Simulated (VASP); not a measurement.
# Ge (P6_3/mmc) in VASP: notebook

The runs below take Ge through relaxation of cell and atoms, with LDA, PBEsol.

Program: VASP 6.6.1. These are calculated values, not measurements. Logs are shortened: lines on timing, memory, paths and dates and some standing lists are left out, and cuts for length are marked.

## 1. The structure

The structure is hexagonal, space group P6_3/mmc (No. 194). The conventional cell has a = 3.986 Å, b = 3.986 Å, c = 6.577 Å, α = 90.00°, β = 90.00°, γ = 120.00°. Around Ge (site symmetry 3m) lie 4 Ge at 2.44 to 2.46 Å.

This isn't the form of Ge at room conditions, which is diamond.

## 2. Relaxation of cell and atoms, LDA

File INCAR:

```
PREC = Accurate
ENCUT = 520
EDIFF = 1E-6
ISMEAR = -1
SIGMA = 0.05
LREAL = False
LASPH = True
NELM = 60
ALGO = Normal
ISIF = 3
LWAVE = False
LCHARG = False
IBRION = 2
NSW = 40
EDIFFG = -0.01
```

File KPOINTS:

```
Automatic mesh
0
Gamma
  10 10 6
```

File POSCAR:

```
Ge
1.0
    3.9855000000      0.0000000000      0.0000000000
   -1.9927500000      3.4515442468      0.0000000000
    0.0000000000      0.0000000000      6.5772000000
Ge
4
Direct
    0.3333333333      0.6666666667      0.0628000000
    0.6666666667      0.3333333333      0.5628000000
    0.6666666667      0.3333333333      0.9372000000
    0.3333333333      0.6666666667      0.4372000000
```

Potentials or basis: VASP PAW LDA potentials, release 64 (Ge_d).

Run with:

```
$ cat potpaw_LDA.64/Ge_d/POTCAR > POTCAR
$ mpirun -np 1 vasp_std > vasp.out
```

OUTCAR:

```text
PREC = Accurate
   ENCUT = 520
   EDIFF = 1E-6
   ISMEAR = -1
   LREAL = False
   LASPH = True
   NELM = 60
   ISIF = 3
   IBRION = 2
   NSW = 40
   EDIFFG = -0.01

 ion  position               nearest neighbor table
   1  0.333  0.667  0.063-   3 2.44   3 2.44   3 2.44   4 2.46
   2  0.667  0.333  0.563-   4 2.44   4 2.44   4 2.44   3 2.46
   3  0.667  0.333  0.937-   1 2.44   1 2.44   1 2.44   2 2.46
   4  0.333  0.667  0.437-   2 2.44   2 2.44   2 2.44   1 2.46

  LATTYP: Found a hexagonal cell.
 ALAT       =     3.9855000000
 C/A-ratio  =     1.6502822732

  Lattice vectors:

 A1 = (   3.9855000000,   0.0000000000,   0.0000000000)
 A2 = (  -1.9927500000,   3.4515442468,   0.0000000000)
 A3 = (   0.0000000000,   0.0000000000,   6.5772000000)

Analysis of symmetry for initial positions (statically):
=====================================================================
 Subroutine PRICEL returns:
 Original cell was already a primitive cell.

 Routine SETGRP: Setting up the symmetry group for a
 hexagonal supercell.

 Subroutine GETGRP returns: Found 24 space group operations
 (whereof 12 operations were pure point group operations)
 out of a pool of 24 trial point group operations.

The static configuration has the point symmetry D_3d.
 The point group associated with its full space group is D_6h.

Analysis of symmetry for dynamics (positions and initial velocities):
=====================================================================
 Subroutine PRICEL returns:
 Original cell was already a primitive cell.

 Routine SETGRP: Setting up the symmetry group for a
 hexagonal supercell.

 Subroutine GETGRP returns: Found 24 space group operations
 (whereof 12 operations were pure point group operations)
 out of a pool of 24 trial point group operations.

The dynamic configuration has the point symmetry D_3d.
 The point group associated with its full space group is D_6h.

 Subroutine INISYM returns: Found 24 space group operations
 (whereof 12 operations are pure point group operations),
 and found     1 'primitive' translations

----------------------------------------------------------------------------------------

                                     Primitive cell

  volume of cell :      90.4768

  direct lattice vectors                    reciprocal lattice vectors
     3.985500000  0.000000000  0.000000000     0.250909547  0.144862695  0.000000000
    -1.992750000  3.451544247  0.000000000     0.000000000  0.289725389  0.000000000
     0.000000000  0.000000000  6.577200000     0.000000000  0.000000000  0.152040382

  length of vectors
     3.985500000  3.985500000  6.577200000     0.289725389  0.289725389  0.152040382

  position of ions in fractional coordinates (direct lattice)
     0.333333333  0.666666667  0.062800000
     0.666666667  0.333333333  0.562800000
     0.666666667  0.333333333  0.937200000
     0.333333333  0.666666667  0.437200000

  ion indices of the primitive-cell ions
   primitive index   ion index
                 1           1
                 2           2
                 3           3
                 4           4

----------------------------------------------------------------------------------------

 KPOINTS: Automatic mesh

Automatic generation of k-mesh.
 Grid dimensions read from file:
 generate k-points for:   10   10    6

 Generating k-lattice:

  Cartesian coordinates                     Fractional coordinates (reciprocal lattice)
     0.025090955  0.014486269  0.000000000     0.100000000  0.000000000  0.000000000
     0.000000000  0.028972539  0.000000000     0.000000000  0.100000000  0.000000000
     0.000000000  0.000000000  0.025340064     0.000000000  0.000000000  0.166666667

  Length of vectors
     0.028972539  0.028972539  0.025340064

  Shift w.r.t. Gamma in fractional coordinates (k-lattice)
     0.000000000  0.000000000  0.000000000

 Subroutine IBZKPT returns following result:
 ===========================================

 Found     56 irreducible k-points:

 Following reciprocal coordinates:
            Coordinates               Weight
  0.000000  0.000000  0.000000      1.000000
  0.100000  0.000000  0.000000      6.000000
  0.200000  0.000000  0.000000      6.000000
  0.300000  0.000000  0.000000      6.000000
  0.400000  0.000000  0.000000      6.000000
  0.500000  0.000000  0.000000      3.000000
[... 16 lines left out ...]
  0.300000  0.100000  0.166667     24.000000
  0.400000  0.100000  0.166667     24.000000
 [... further k-points ...]
   k-points           NKPTS =     56   k-points in BZ     NKDIM =     56   number of bands    NBANDS=     33
   number of dos      NEDOS =    301   number of ions     NIONS =      4
   total plane-waves  NPLWV =  45000
   dimension x,y,z NGX =    30 NGY =   30 NGZ =   50
   dimension x,y,z NGXF=    60 NGYF=   60 NGZF=  100
   ions per type =               4
   NGX,Y,Z   is equivalent  to a cutoff of  12.51, 12.51, 12.64 a.u.
   NGXF,Y,Z  is equivalent  to a cutoff of  25.03, 25.03, 25.28 a.u.
 SYSTEM =  unknown system
   PREC   = accura    normal or accurate (medium, high low for compatibility)
   ISTART =      0    job   : 0-new  1-cont  2-samecut
   ICHARG =      2    charge: 1-file 2-atom 10-const
   ISPIN  =      1    spin polarized calculation?
   LNONCOLLINEAR =      F non collinear calculations
   LSORBIT =      F    spin-orbit coupling
   LASPH  =      T    aspherical Exc in radial PAW
   ENCUT  =  520.0 eV  38.22 Ry    6.18 a.u.   7.41  7.41 12.23*2*pi/ulx,y,z
   NELM   =     60;   NELMIN=  2; NELMDL= -5     # of ELM steps
   EDIFF  = 0.1E-05   stopping-criterion for ELM
   LREAL  =      F    real-space projection
   EDIFFG = -.1E-01   stopping-criterion for IOM
   NSW    =     40    number of steps for IOM
   IBRION =      2    ionic relax: 0-MD 1-quasi-New 2-CG
   NFREE  =      1    steps in history (QN), initial steepest desc. (CG)
   ISIF   =      3    stress and relaxation
   ISYM   =      2    0-nonsym 1-usesym 2-fastsym
   POTIM  = 0.5000    time-step for ionic-motion
   TEBEG  =    0.0;   TEEND  =   0.0 temperature during run
   PSTRESS=    0.0 pullay stress
   NELECT =      56.0000    total number of electrons
   NUPDOWN=      -1.0000    fix difference up-down
   EMIN   =  10.00;   EMAX   =-10.00  energy-range for DOS
   EFERMI =   0.00;   METHOD = LEGACY
   ISMEAR =    -1;   SIGMA  =   0.05  broadening in eV -4-tet -1-fermi 0-gaus
   EFERMI_NEDOS =   21; number of points for ismear=-14 and -15
   IALGO  =     38    algorithm
   IMIX   =      4    mixing-type and parameters
     AMIX     =   0.40;   BMIX     =  1.00
     AMIX_MAG =   1.60;   BMIX_MAG =  1.00
  volume/ion in A,a.u.               =      22.62       152.64
  Fermi-wavevector in a.u.,A,eV,Ry     =   1.395163  2.636477 26.483480  1.946481
  Thomas-Fermi vector in A             =   2.518642
   LORBIT       =      0    0 simple, 1 ext, 2 COOP (PROOUT), +10 PAW based schemes
   GGA     = CA    functional components
   LHFCALC =     F    Hartree Fock is set to
   AEXX    =    0.0000 exact exchange contribution
   IVDW    =     0    specifies the selected vdW correction
   LEPSILON=     F    determine dielectric tensor
   LRPA    =     F    only Hartree local field effects (RPA)
 conjugate gradient relaxation of ions
 non-spin polarized calculation
  energy-cutoff  :      520.00
  volume of cell :       90.48
 maximum number of plane-waves:      2472
 NGX is ok and might be reduce to    30
   NGX = 15   NGY = 15   NGZ = 25

--------------------------------------- Ionic step        1  -------------------------------------------

 number of electron      56.0000054 magnetization

 Free energy of the ion-electron system (eV)
  ---------------------------------------------------
  ext. energy  EPLUGINS =         0.00000000
  ---------------------------------------------------
  free energy    TOTEN  =       -20.71114565 eV

  energy without entropy =      -20.70974942  energy(sigma->0) =      -20.71044753

------------------------ aborting loop because EDIFF is reached ----------------------------------------

  FORCE on cell =-STRESS in cart. coord.  units (eV):
  Direction    XX          YY          ZZ          XY          YZ          ZX
  --------------------------------------------------------------------------------------
  -------------------------------------------------------------------------------------
  Total       -0.6336561     -0.6336561     -0.7053175      0.0000000     -0.0000000     -0.0000000
  in kB      -11.2208787    -11.2208787    -12.4898713      0.0000000     -0.0000000     -0.0000000
  external PRESSURE =     -11.6438763 kB  Pullay stress =       0.0000000 kB

 VOLUME and BASIS-vectors are now :
 -----------------------------------------------------------------------------
  energy-cutoff  :      520.00
  volume of cell :       90.48
      direct lattice vectors                 reciprocal lattice vectors
     3.985500000  0.000000000  0.000000000     0.250909547  0.144862695  0.000000000
    -1.992750000  3.451544247  0.000000000     0.000000000  0.289725389  0.000000000
     0.000000000  0.000000000  6.577200000     0.000000000  0.000000000  0.152040382
[... 39 lines left out ...]
 POSITION                                       TOTAL-FORCE (eV/Angst)
 -----------------------------------------------------------------------------------
     -0.00000      2.28344      0.40991        -0.000000      0.000000     -0.004065
      1.97752      1.14172      3.67053        -0.000000      0.000000     -0.004065
      1.97752      1.14172      6.11134         0.000000     -0.000000      0.004065
     -0.00000      2.28344      2.85072         0.000000     -0.000000      0.004065
 -----------------------------------------------------------------------------------
    total drift:                               -0.000000      0.000000     -0.000000

  FREE ENERGIE OF THE ION-ELECTRON SYSTEM (eV)
  ---------------------------------------------------
  free  energy   TOTEN  =       -20.7168939293 eV

  energy  without entropy=      -20.7156531520  energy(sigma->0) =      -20.71627354

--------------------------------------- Ionic step        3  -------------------------------------------

 number of electron      56.0000038 magnetization

 Free energy of the ion-electron system (eV)
  ---------------------------------------------------
  ext. energy  EPLUGINS =         0.00000000
  ---------------------------------------------------
  free energy    TOTEN  =       -20.71755385 eV

  energy without entropy =      -20.71626645  energy(sigma->0) =      -20.71691015

 E-fermi :   4.9897     XC(G=0): -10.3784

 val. band max:        4.9379738000   @ k =   0.0000   0.0000   0.1667
 cond. band min:       5.0609413517   @ k =   0.0000   0.0000   0.0000
 fundamental gap:      0.1229675518
 Fermi energy:         4.9897087852

 k-point     1 :       0.0000    0.0000    0.0000
  band No.  band energies     occupation
      1     -20.0911      2.00000
      2     -20.0911      2.00000
      3     -20.0508      2.00000
      4     -20.0499      2.00000
      5     -20.0499      2.00000
      6     -20.0365      2.00000
[... 853 lines left out ...]
     32       8.5805      0.00000
     33       9.5046      0.00000

 [... further k-points ...]

------------------------ aborting loop because EDIFF is reached ----------------------------------------

  FORCE on cell =-STRESS in cart. coord.  units (eV):
  Direction    XX          YY          ZZ          XY          YZ          ZX
  --------------------------------------------------------------------------------------
  -------------------------------------------------------------------------------------
  Total        0.0147993      0.0147993      0.0256333      0.0000000      0.0000000      0.0000000
  in kB        0.2670953      0.2670953      0.4626256      0.0000000      0.0000000      0.0000000
  external PRESSURE =       0.3322721 kB  Pullay stress =       0.0000000 kB

 VOLUME and BASIS-vectors are now :
 -----------------------------------------------------------------------------
  energy-cutoff  :      520.00
  volume of cell :       88.77
      direct lattice vectors                 reciprocal lattice vectors
     3.961250321  0.000000000 -0.000000000     0.252445546  0.145749504 -0.000000000
    -1.980625161  3.430543409 -0.000000000     0.000000000  0.291499008  0.000000000
     0.000000000 -0.000000000  6.532655374     0.000000000  0.000000000  0.153077109

 POSITION                                       TOTAL-FORCE (eV/Angst)
 -----------------------------------------------------------------------------------
     -0.00000      2.28703      0.41055        -0.000000      0.000000     -0.000245
      1.98063      1.14351      3.67687        -0.000000      0.000000     -0.000245
      1.98063      1.14351      6.12211         0.000000     -0.000000      0.000245
     -0.00000      2.28703      2.85578         0.000000     -0.000000      0.000245
 -----------------------------------------------------------------------------------
    total drift:                               -0.000000      0.000000     -0.000000

  FREE ENERGIE OF THE ION-ELECTRON SYSTEM (eV)
  ---------------------------------------------------
  free  energy   TOTEN  =       -20.7175538467 eV

  energy  without entropy=      -20.7162664536  energy(sigma->0) =      -20.71691015

 reached required accuracy - stopping structural energy minimisation
```

Wall time 2 min (1 thread of Intel Xeon 6975P-C (Granite Rapids), shared host); peak memory 0.24 GiB.

Results:

```yaml
Free_energy: -20.7176 eV
Relaxed_volume: 22.19 Å³/atom
Relaxed_cell: a = 3.961 Å, b = 3.961 Å, c = 6.533 Å, α = 90.00°, β = 90.00°, γ = 120.00°
Space_group_after_relaxing_to_0.05_Å: P6_3/mmc (No. 194)
Energy_gained_by_relaxing: 1.6 meV/atom
Ionic_steps: 3
Pressure_after_relaxing: 0.0 GPa
Band_gap_on_the_k_mesh: none (metal or under the smearing width)
```

The path:
```tsv
step	energy change (eV)	largest force (eV/Å)	pressure (GPa)	volume (Å³)
1	0.0000	0.0078	-1.16	90.48
2	-0.0057	0.0041	0.28	88.34
3	-0.0064	0.0002	0.03	88.77
```

Final structure:
```yaml
crystal:
  lattice:
    - [3.96125, 0.00000, 0.00000]
    - [-1.98063, 3.43054, 0.00000]
    - [0.00000, 0.00000, 6.53266]
  atoms:
    - { symbol: Ge, position: [0.33333, 0.66667, 0.06285] }
    - { symbol: Ge, position: [0.66667, 0.33333, 0.56285] }
    - { symbol: Ge, position: [0.66667, 0.33333, 0.93715] }
    - { symbol: Ge, position: [0.33333, 0.66667, 0.43715] }
```

(Part 1 of 2 ends here.)
